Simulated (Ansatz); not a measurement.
This guess for In is about to be relaxed.

```cif
data_structure
_symmetry_space_group_name_H-M 'P3_221'
_symmetry_Int_Tables_number 154
_cell_length_a 4.0880
_cell_length_b 4.0880
_cell_length_c 5.4375
_cell_angle_alpha 90.000
_cell_angle_beta 90.000
_cell_angle_gamma 120.000
_cell_volume 78.70
loop_
_atom_site_label
_atom_site_type_symbol
_atom_site_symmetry_multiplicity
_atom_site_Wyckoff_symbol
_atom_site_fract_x
_atom_site_fract_y
_atom_site_fract_z
_atom_site_occupancy
In1 In 3 b 0.26900 0.00000 0.16667 1
```

Method: DFT PBE, scalar-relativistic, plane waves, PAW in Ansatz. Cutoff 420 eV, Gaussian smearing, Γ-centred meshes. Cell and atoms relax first on a coarse mesh and then on a finer one. In between, the cell is made exact in the group found at 0.06 Å. In metals the finer mesh still leaves noise of several meV/atom or more. The steps can't lower the symmetry of their start. No spin polarisation.

A guess keeps its type if space group and coordination stay and the shape of the cell changes little (axis ratios within about 15 %, angles within 6°); the volume may change.

Problem. Will the relaxed cell still be of the starting type?

Solution. It doesn't keep its type. The symmetry goes from P3_221 (No. 154) to Fm-3m (No. 225), and the primitive cell from 3 to 1 atom. The end has the fcc type. The volume per atom grows by 4.8 %, from 26.2 to 27.5 Å³. The shortest distance goes from 2.63 Å (In–In) to 3.39 Å (In–In). Counting neighbours within 15 % of an atom's shortest distance, the start has In 2 and the end In 12. In detail, at the end In has 12 In at 3.39 Å.

```cif
data_structure
_symmetry_space_group_name_H-M 'P 1'
_symmetry_Int_Tables_number 1
_cell_length_a 3.3879
_cell_length_b 3.3879
_cell_length_c 3.3879
_cell_angle_alpha 60.000
_cell_angle_beta 60.000
_cell_angle_gamma 60.000
_cell_volume 27.50
loop_
_atom_site_label
_atom_site_type_symbol
_atom_site_fract_x
_atom_site_fract_y
_atom_site_fract_z
_atom_site_occupancy
In1 In 0.50000 0.50000 0.50000 1
```

Energies count from the standard state of In at the same level.

Problem. At what energy does it end?

Solution. 0.00 eV/atom. It is level with the standard state within the noise.

The last run used an 18×18×18 mesh for its 1-atom cell and Gaussian smearing of 0.10 eV. For metals, differences of a few meV/atom aren't resolved. Symmetry constrained the relaxation, so the result can be a saddle point.
